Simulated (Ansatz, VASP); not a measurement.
GaN: VASP beside Ansatz

Contents of INCAR:

```
  ALGO = Normal
  EDIFF = 1E-6
  ENCUT = 520
  GGA = RE
  ISIF = 2
  ISMEAR = -1
  IVDW = 13
  LASPH = True
  LCHARG = False
  LREAL = False
  LWAVE = False
  NBANDS = 26
  NELM = 100
  PREC = Accurate
  SIGMA = 0.05
```

The input KPOINTS:

```
k-points
0
Gamma
  10 10 5
```

File POSCAR:

```
GaN
1.0
    3.2423687753      0.0000000000      0.0000000000
   -1.6211843877      2.8079737278      0.0000000000
    0.0000000000      0.0000000000      5.2673198406
Ga N
2 2
Direct
    0.6666666667      0.3333333333      0.5000000000
    0.3333333333      0.6666666667      0.0000000000
    0.6666666667      0.3333333333      0.8750000000
    0.3333333333      0.6666666667      0.3750000000
```

The input input.yaml:

```yaml
crystal:
  lattice:
    - [3.2423687753, 0.0, 0.0]
    - [-1.6211843877, 2.8079737278, 0.0]
    - [0.0, 0.0, 5.2673198406]
  atoms:
    - { symbol: Ga, position: [0.6666666667, 0.3333333333, 0.5] }
    - { symbol: Ga, position: [0.3333333333, 0.6666666667, 0.0] }
    - { symbol: "N", position: [0.6666666667, 0.3333333333, 0.875] }
    - { symbol: "N", position: [0.3333333333, 0.6666666667, 0.375] }
hamiltonian:
  xc: revpbe
  pseudopotentials: { kind: paw }
  dispersion: d4
kpoints:
  mp_grid: { grid: [10, 10, 5] }
scf:
  occupations: { method: fermi_dirac, width: 0.05 }
output:
  forces: true
  stress: true
  eigenvalues: true
```

Alike in both runs: task single point; functional revPBE; dispersion D4; k mesh 10 × 10 × 5; occupations fermi-dirac, width 0.05 eV; no spin polarisation.

|  | VASP | Ansatz |
| --- | --- | --- |
| version | VASP 6.6.1 | Ansatz 0.2.0 |
| potentials or method | VASP PAW PBE potentials, release 64 (Ga_d, N) | Ansatz PAW |
| plane-wave cutoff (eV) | 520 | 420 |
| valence electrons in the cell | 36 | 36 |

Ansatz gave:

```
gap on the k mesh at the Fermi level (eV)       : 1.61
least direct gap on the mesh (eV)               : 1.61
pressure (GPa)                                  : -10.6
largest component of the traceless stress (GPa) : 1.24
rms of the force components (eV/Å)              : 0.066
dispersion energy (meV/atom)                    : -684.8
```

**Question.** What did VASP give for the same quantities?

**Answer.** gap on the k mesh at the Fermi level (eV): 1.62; least direct gap on the mesh (eV): 1.62; pressure (GPa): -10.6; largest component of the traceless stress (GPa): 1.24; rms of the force components (eV/Å): 0.063; dispersion energy (meV/atom): -684.7.

Atom by atom the forces differ by 0.002 eV/Å (rms over components).

Caveats: the PAW data sets were made with another functional, which shifts forces and pressure a little (VASP); odd divisions of the mesh miss points on the zone boundary, where band edges often lie, so the gap on the mesh can be too wide (Ansatz); the pressure holds a Pulay correction of +0.4 GPa for the finite cutoff (Ansatz); the PAW data sets come from PBE, with cores solved anew for the run's functional, which leaves a small shift of forces and pressure (Ansatz).
